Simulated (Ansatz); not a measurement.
# Te₂Mo: a line through a two-coordinate scan

How does the energy of Te2Mo (P-6m2, No. 187; 6 atoms in the cell) vary with amplitude of mode 12 (168 cm⁻¹), at amplitude of mode 7 (114 cm⁻¹) = −0.040 Å?

Computed with Ansatz 0.2.0 (DFT PBE, scalar-relativistic, plane waves, PAW, unless a step's input says otherwise).

1 further run of the same task is left out (set aside as unsound or not needed). Runs told in other sessions of the task aren't counted.

## (1) Starting point

Symmetry: P-6m2, No. 187, hexagonal system. The conventional cell has a = 3.555 Å, b = 3.555 Å, c = 17.518 Å, α = 90.00°, β = 90.00°, γ = 120.00°. Te (site symmetry 3m) has 3 Mo at 2.74 Å in its first shell of neighbours. Mo (site symmetry -6m2) is surrounded by 6 Te at 2.74 Å.

Coordinates:

```cif
data_structure
_symmetry_space_group_name_H-M 'P 1'
_symmetry_Int_Tables_number 1
_cell_length_a 3.5550
_cell_length_b 3.5550
_cell_length_c 17.5183
_cell_angle_alpha 90.000
_cell_angle_beta 90.000
_cell_angle_gamma 120.000
_cell_volume 191.73
loop_
_atom_site_label
_atom_site_type_symbol
_atom_site_fract_x
_atom_site_fract_y
_atom_site_fract_z
_atom_site_occupancy
Te1 Te 0.33333 0.66667 0.89680 1
Te2 Te 0.33333 0.66667 0.10320 1
Mo1 Mo 0.00000 0.00000 0.00000 1
```

It goes back to an entry of the Materials Project, which need not be the stable form.

This cell was relaxed beforehand with the same method: volume 63.91 Å³/atom, gap on the mesh 1.08 eV.

## (2) Plan of the line

The energy is mapped over two normal modes frozen in (zone-centre modes of the cell shown, which folds in the wave vector (0, 0, 1/2) of the primitive cell).

The axes are (1) amplitude of mode 7 (114 cm⁻¹), largest displacement: 7 values from −0.121 Å; (2) amplitude of mode 12 (168 cm⁻¹), largest displacement: 7 values from −0.082 Å.

Nothing else is relaxed (the cell and all other modes fixed). Energies count from the relaxed high-symmetry cell. Points are written as (first, second).

The modes come from a phonon run on the reference cell, made beforehand.

The patterns, per unit of each coordinate (Å):

| atom | x1 | y1 | z1 | x2 | y2 | z2 |
| --- | --- | --- | --- | --- | --- | --- |
| Te1 | 0.000 | 0.000 | 0.000 | 0.000 | 0.000 | 1.000 |
| Te2 | 1.000 | 0.000 | 0.000 | 0.000 | 0.000 | 0.000 |
| Te3 | -1.000 | 0.000 | 0.000 | 0.000 | 0.000 | 0.000 |
| Te4 | 0.000 | 0.000 | 0.000 | 0.000 | 0.000 | -1.000 |
| Mo5 | 0.000 | 0.000 | 0.000 | 0.000 | 0.000 | 0.000 |
| Mo6 | 0.000 | 0.000 | 0.000 | 0.000 | 0.000 | 0.000 |

## (3) Grid point (−0.040 Å, −0.082 Å)

Contents of input.yaml:

```yaml
crystal:
  lattice:
    - [3.5549909197, 0.0, 0.0]
    - [-1.7774954599, 3.0787124467, 0.0]
    - [0.0, 0.0, 35.0365360304]
  atoms:
    - { symbol: Te, position: [0.3333333333, 0.6666666667, 0.4460580811] }
    - { symbol: Te, position: [0.3219971581, 0.6666666667, 0.9483984951] }
    - { symbol: Te, position: [0.3446695086, 0.6666666667, 0.0516015049] }
    - { symbol: Te, position: [0.3333333333, 0.6666666667, 0.5539419189] }
    - { symbol: Mo, position: [0.0, 0.0, 0.0] }
    - { symbol: Mo, position: [0.0, 0.0, 0.5] }
basis:
  ecutwfc: 420
kpoints:
  mp_grid: { grid: [9, 9, 1] }
hamiltonian:
  xc: pbe
  pseudopotentials: { kind: paw, azcp: { folder: soft_1 } }
scf:
  occupations: { method: gaussian, width: 0.05 }
output:
  forces: true
  stress: true
  eigenvalues: true
```

Started as:

```
$ ansatz run input.yaml --threads 2 --pin off --max-ram 4096MiB --backend cpu --events-out ev --progress --plain --runs-dir out
```

Further runs follow: the other points of the line.

What does the calculation give? Wanted: for each run, amplitude of mode 12; energy; slope; pressure; largest force on an atom.

The runs gave:

```
amplitude of mode 12 (168 cm⁻¹), largest displacement (Å)  step  energy (meV)  slope (meV per Å)  pressure (GPa)  band gap on the k-mesh (eV)  largest force on an atom (eV/Å)
                                                   −0.082     3            93              −1945           −0.86                         0.94                             0.97
                                                   −0.055     4            48              −1347           −0.59                         0.98                             0.67
                                                   −0.027     5            20               −698           −0.30                         1.03                             0.35
                                                    0.000     6            10                 −1            0.01                         1.08                             0.25
                                                    0.027     7            20                751            0.33                         0.99                             0.38
                                                    0.055     8            52               1564            0.68                         0.90                             0.78
                                                    0.082     9           106               2434            1.04                         0.80                             1.22
```

Energies count from the relaxed high-symmetry cell. Slopes come from the forces (and the stress, where the cell changes), not from differences of energies.

Of the points computed the energy is lowest at 0.000 Å, 10 meV from the zero. A fit to energies and slopes at the lowest point and its two neighbours puts the minimum at 0.0000 Å, with a curvature of about 27000 meV per Å². The highest point computed, at 0.082 Å, lies 96 meV above the lowest. This is one cut through a surface in two coordinates; the map's lowest point lies off it. With the other coordinates free, the energies away from the reference would be the same or lower. Spin-orbit coupling is left out, which matters for the bands of Te.

These are semilocal Kohn-Sham gaps, which aren't the measured quantity. Such gaps usually fall short of the measured ones; spin-orbit coupling, left out here, narrows gaps with Te, so the two errors partly cancel. The cell is layered and no dispersion term is used, so the spacing and stiffness across the layers are uncertain.
